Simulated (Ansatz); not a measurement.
# Ni (Im-3m) in Ansatz: single point with PBE

Aim: the single point of Ni with PBE.

Everything below comes from runs of Ansatz 0.2.0. Logs are shortened: lines on timing, memory, paths and dates and some standing lists are left out, and cuts for length are marked.

## (1) The crystal as given

It takes space group Im-3m (No. 229, cubic). The conventional cell has a = 2.767 Å, b = 2.767 Å, c = 2.767 Å, α = 90.00°, β = 90.00°, γ = 90.00°. Ni (site symmetry m-3m) has 8 Ni at 2.40 Å as nearest neighbours.

This isn't the form of Ni at room conditions, which is fcc.

## (2) Single point, PBE, collinear spin, ferromagnetic start

input.yaml reads:

```yaml
crystal:
  lattice:
    - [-1.38371547, 1.38371547, 1.38371547]
    - [1.38371547, -1.38371547, 1.38371547]
    - [1.38371547, 1.38371547, -1.38371547]
  atoms:
    - { symbol: Ni, position: [0.0, 0.0, 0.0], spin: 2.5 }
hamiltonian:
  xc: pbe
  pseudopotentials: { kind: paw }
magnetization:
  spin_polarized: true
kpoints:
  mp_grid: { grid: [13, 13, 13] }
scf:
  occupations: { method: fermi_dirac, width: 0.05 }
output:
  forces: true
  stress: true
  eigenvalues: true
```

Potentials or basis: Ansatz PAW.

Run with:

```console
$ ansatz run input.yaml --threads 2 --pin off --max-ram 5120MiB --backend cpu --events-out ev --progress --plain --runs-dir out
```

Log:

```text
Warning: where an SCF of this run starts from atoms to list the orders of its open shells, Ni (site 0, from 0) starts with 2.00 μB on its 3d shell, in the place of the 2.50 μB that the deck gives it: its open shells can hold no more by Hund's first rule. To start from spheres of the given moment, type scf.initial_density.shell_occupations: []
Warning: RAYON_NUM_THREADS=2 ignored (pool sized by the plan → 2); use --threads N
Engine: ansatz 0.2.0, aarch64-unknown-linux-gnu
Pseudopotentials: kind: paw
Pseudopotential: Ni, paw, valence charge 18, recommended cutoff 420 eV (normal), Ni.paw.azcp
Functional definition: PBE
  parameter kappa = 0.804
  parameter beta = 0.06672455060314922
  exchange = pbe_x(kappa = kappa, mu = beta*pi^2/3)
  correlation = pbe_c(beta = beta)
Crystal: 1 atoms, lattice volume = 10.597 Å³
Basis set: ecut = 420 eV, 201 PW (Γ), exchange–correlation on 36×36×36 points (8 copies of the dense FFT grid, shifted against one another)
Bands: 15, of which v1, the nominal top of the filled ones, is band 9 counted from 1 (8 counted from 0)
Symmetry: 48 space group operations
Space group: Im-3m (ITA 229), of the structure as read, at distance tolerance 2.2e-5 Å
Magnetic group: BNS 229.140 (UNI 1642), of the structure as read, at distance tolerance 2.2e-5 Å
k-points: 84 of 2197
Non-local potential: Ni, projectors of the file, l = 0: 3, l = 1: 2, l = 2: 3, l = 3: 1
PAW form: soft (Blöchl's): semilocal exchange-correlation on the pseudo side does not see the compensation charge
PAW one-centre angular grid: Ni, 590 points (default); XC on 64 Gauss nodes
Initial density: superposition of atomic densities (chi_scale 0.1, normalization cell)
Starting moments: Σ|m| = 2.5 μB on 1 of 1 site
Initial wavefunctions: pseudopotential atomic-orbital guess
Functional: x = pbe(κ = 0.804, μ = 0.2195149727645171), c = pbe(β = 0.06672455060314922)
SCF iter   1: F=—  HF=-5838.960818 eV  |F-HF|=—  |Δ(HF+E_count)|=         —  Δρ=1.97e-1 (↑1.97e-1 ↓1.07e-1)  dr2=6.60e-1  dr2_m=2.20e0  M=0.825 μB ∫|m|=0.869 μB  β_m=0.30  ethr=3.10e-3  ⟨swp⟩=5.7  Hψ=12782  notcnv=0
Mixer restart at iter 1: flushing history
preconditioner: auto → none  [metal: Δε(μ)=0.002 eV  Ē_g=18.891 eV  σ=0.050 eV  W_gap=0.01  n_scr=0 (ndim 8)  ℏωp=36.1 eV  f_vac=0.000  D(μ)=2.65/eV (n_scr^D=54)]
SCF iter   2: F=—  HF=-5838.809158 eV  |F-HF|=—  |Δ(HF+E_count)|=   1.52e-1  Δρ=1.61e-1 (↑9.01e-2 ↓1.61e-1)  dr2=3.01e-1  dr2_m=1.51e0  M=0.698 μB ∫|m|=0.747 μB  β_m=0.48  ethr=3.10e-3  ⟨swp⟩=2.6  Hψ=5030  notcnv=0  defer=205
SCF iter   3: F=—  HF=-5839.385158 eV  |F-HF|=—  |Δ(HF+E_count)|=   5.76e-1  Δρ=9.19e-2 (↑9.19e-2 ↓5.16e-2)  dr2=1.09e-1  dr2_m=4.91e-1  M=0.667 μB ∫|m|=0.722 μB  β_m=0.66  ethr=1.67e-3  ⟨swp⟩=2.9  Hψ=5113  notcnv=0  defer=202
SCF iter   4: F=—  HF=-5839.624757 eV  |F-HF|=—  |Δ(HF+E_count)|=   2.40e-1  Δρ=1.90e-2 (↑1.90e-2 ↓6.65e-3)  dr2=4.04e-2  dr2_m=4.89e-3  M=0.582 μB ∫|m|=0.645 μB  β_m=0.73  ethr=6.08e-4  ⟨swp⟩=2.0  Hψ=4544  notcnv=0  defer=213
SCF iter   5: F=—  HF=-5839.617468 eV  |F-HF|=—  |Δ(HF+E_count)|=   7.29e-3  Δρ=7.70e-3 (↑2.69e-3 ↓7.70e-3)  dr2=6.43e-3  dr2_m=7.40e-4  M=0.594 μB ∫|m|=0.655 μB  β_m=0.80  ethr=2.25e-4  ⟨swp⟩=2.0  Hψ=3079  notcnv=0  defer=216
SCF iter   6: F=—  HF=-5839.618180 eV  |F-HF|=—  |Δ(HF+E_count)|=   7.12e-4  Δρ=1.35e-3 (↑1.35e-3 ↓7.13e-4)  dr2=2.99e-5  dr2_m=1.01e-4  M=0.589 μB ∫|m|=0.650 μB  β_m=0.90  ethr=3.57e-5  ⟨swp⟩=2.4  Hψ=3894  notcnv=0  defer=216
SCF iter   7: F=—  HF=-5839.618174 eV  |F-HF|=—  |Δ(HF+E_count)|=   5.86e-6  Δρ=2.50e-4 (↑2.18e-4 ↓2.50e-4)  dr2=1.28e-5  dr2_m=1.54e-7  M=0.588 μB ∫|m|=0.648 μB  β_m=0.95  ethr=1.66e-7  ⟨swp⟩=2.0  Hψ=3429  notcnv=0  defer=216
SCF iter   8: F=—  HF=-5839.618175 eV  |F-HF|=—  |Δ(HF+E_count)|=   1.09e-6  Δρ=9.12e-5 (↑8.27e-5 ↓9.12e-5)  dr2=1.88e-6  dr2_m=1.02e-8  M=0.588 μB ∫|m|=0.648 μB  β_m=0.95  ethr=7.11e-8  ⟨swp⟩=2.2  Hψ=3262  notcnv=0  defer=216
SCF iter   9: F=—  HF=-5839.618175 eV  |F-HF|=—  |Δ(HF+E_count)|=   3.05e-8  Δρ=1.67e-5 (↑1.67e-5 ↓1.66e-5)  dr2=6.81e-8  dr2_m=3.94e-10  M=0.588 μB ∫|m|=0.648 μB  β_m=0.97  ethr=1.04e-8  ⟨swp⟩=1.2  Hψ=2752  notcnv=0  defer=216
SCF iter  10: F=-5839.618175 eV  HF=-5839.618175 eV  |F-HF|=3.11e-9  |Δ(HF+E_count)|=  8.55e-10  Δρ=4.18e-6 (↑3.75e-6 ↓4.18e-6)  dr2=3.99e-9  dr2_m=1.81e-11  M=0.588 μB ∫|m|=0.648 μB  ethr=3.79e-10  ⟨swp⟩=6.4  Hψ=10134  notcnv=0
SCF 1 converged in 10 iterations: F = -5839.618175 eV  dr2 = 3.99e-9
SCF converged after 10 iterations
Magnetization: 0.5883 μB (9.2942 up, 8.7058 down)
Absolute magnetization: 0.6490 μB (∫|ρ↑−ρ↓|, with the PAW one-centre terms)
Spin contamination: 0.0057 ħ² per cell (⟨S²⟩ above its minimum at these occupations)
Per-site moments (μB) at R_I (Å): [(0.616477964314213, 0.9886245176193575)]
Free energy (F): -5839.618175 eV
Harris-Foulkes:  -5839.618175 eV  (|F-HF|=3.11e-9)
Internal energy: -5839.603837 eV  (E = F + TS)
E sigma→0 (E₀):  -5839.611006 eV
Entropy (-TS):   -0.014339 eV (-14.339 meV/atom)
Fermi energy:    18.633468 eV
--- Per-component energies (eV) ---
  E_band       = -273.308573
  E_kinetic    = 282.886879
  E_local      = -3395.020799  (includes V_loc(G=0)·N_el)
  E_nonlocal   = 636.170426
  E_hartree    = 1419.007848
  E_xc         = -85.001547
  E_vxc        = -109.625573  (∫ρ·V_xc dr)
  E_paw        = -1630.038774  (= ΣΔE_a)
  E_vpaw       = -525.731056  (= ΣTr[D̂ρ^β])
  E_aug_tail   = 0.000669  (compensation charges beyond the density's cutoff)
  E_ewald      = -3067.608538
  E_smearing   = -0.014339  (= −TS)
  E_closure    = 0.000000  (closes the sum)
  Σ components = -5839.618175   (vs F -5839.618175, Δ=0.00e0)
--- Forces (eV/Å), atoms counted from 1 ---
  atom   1  Ni     0.00000000     0.00000000    -0.00000000
  max |Σ_I F_I| component: 4.11e-32 eV/Å
--- Stress (GPa, compression-positive) ---
        7.824477       0.000000      -0.000000
        0.000000       7.824477       0.000000
       -0.000000       0.000000       7.824477
  P = ⅓ Tr σ = 7.8245 GPa (78.245 kbar)
--- Band table (eV; the first three rows and the last of 168) ---
  k-point 0 ↑: bands = ["-84.8207", "-45.0654", "-45.0654", "-45.0654", "9.4733", "16.2517", "16.2517", "16.2517", "17.7248", "17.7248", "45.1395", "45.1395", "45.1395", "50.0253", "50.0253"]
  k-point 1 ↑: bands = ["-84.8184", "-45.0797", "-45.0703", "-45.0653", "9.7228", "16.1937", "16.2471", "16.3675", "17.6668", "17.7295", "43.2514", "44.6579", "44.8115", "48.7077", "48.9450"]
  k-point 2 ↑: bands = ["-84.8118", "-45.1194", "-45.0840", "-45.0651", "10.4482", "16.0349", "16.2141", "16.6979", "17.5502", "17.7453", "39.5447", "43.1244", "44.1443", "45.9558", "47.5928"]
  k-point 83 ↓: bands = ["-83.9832", "-44.5047", "-44.5025", "-44.5025", "14.6522", "14.6645", "19.0719", "19.0719", "19.1380", "27.6318", "28.7857", "28.7857", "34.6278", "35.2586", "39.3340"]
```

Run time: 1.4 s. Hardware: 2 threads of Arm Neoverse V2, shared host; peak memory 0.28 GiB.

Results:

```
Free energy            : -5839.6182 eV
Pressure               : 7.8 GPa
Band gap on the k mesh : none (metal or under the smearing width)
Net moment             : 0.59 μB per cell
Absolute moment        : 0.65 μB per cell
Site moments           : Ni +0.62 μB
```
